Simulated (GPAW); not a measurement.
Runs of GPAW 26.7.0 on HfN. It takes space group F-43m (No. 216, cubic). The conventional cell has a = 4.910 Å, b = 4.910 Å, c = 4.910 Å, α = 90.00°, β = 90.00°, γ = 90.00°. Hf (site symmetry -43m) has 4 N at 2.13 Å as nearest neighbours. Around N (site symmetry -43m) lie 4 Hf at 2.13 Å. The cell comes from a database or a generator and needn't be the stable form of this composition.

| task | level | potentials or basis | cell | optimizer | fmax | max steps | convergence | band path | gap on the mesh (eV) | pressure (GPa) | V0 of scaled cells (Å³/atom) | relaxed volume (Å³/atom) | B0 (GPa) |
| --- | --- | --- | --- | --- | --- | --- | --- | --- | --- | --- | --- | --- | --- |
| relaxation of cell and atoms | PBEsol+D3 | PAW data sets generated in the run's folder for this functional, pw | relaxed | BFGS | 0.02 eV/Å | 60 | density=1e-05 forces=0.0001 | - | none | 0.2 | - | 14.26 | - |
| relaxation of cell and atoms | PBEsol+D4 | PAW data sets generated in the run's folder for this functional, pw | relaxed | BFGS | 0.02 eV/Å | 60 | density=1e-05 forces=0.0001 | - | none | 0.1 | - | 14.34 | - |
| equation of state | PBEsol | PAW data sets generated in the run's folder for this functional, pw | as given | - | - | - | - | - | - | - | (b) | - | 204 |
| equation of state | LDA | the program's PAW data sets (release 1.2.1) made for this functional, pw | as given | - | - | - | - | - | - | - | (a) | - | 218 |
| relaxation of cell and atoms | PBEsol+D3(BJ)+ATM | PAW data sets generated in the run's folder for this functional, pw | relaxed | BFGS | 0.02 eV/Å | 60 | density=1e-05 forces=0.0001 | - | none | 0.2 | - | 14.26 | - |
| relaxation of cell and atoms | PBEsol | PAW data sets generated in the run's folder for this functional, pw | relaxed | BFGS | 0.02 eV/Å | 60 | density=1e-05 forces=0.0001 | - | none | 0.1 | - | 14.48 | - |
| band structure | PBEsol | PAW data sets generated in the run's folder for this functional, pw | as given | - | - | - | - | GXWKGLUWLK,UX | - | (c) | - | - | - |
| band structure | LDA | the program's PAW data sets (release 1.2.1) made for this functional, pw | as given | - | - | - | - | GXWKGLUWLK,UX | - | -9.8 | - | - | - |

Alike in all rows: no spin polarisation; k mesh 9 × 9 × 9; cutoff (eV) 800; smearing fermi-dirac 0.05 eV.

Question: Fill in the values left out.

Answer: (a) 14.11; (b) 14.51; (c) -4.2.

Caveats: later steps reuse the first step's grids (some runs); pairwise dispersion overbinds metals, which lowers pressure and volume (some runs).

A k mesh can miss the band edges, and the runs leave out spin-orbit coupling on Hf.

A gap of «none» marks a metal or a gap under the smearing width.

Not every run made on this cell is shown here.
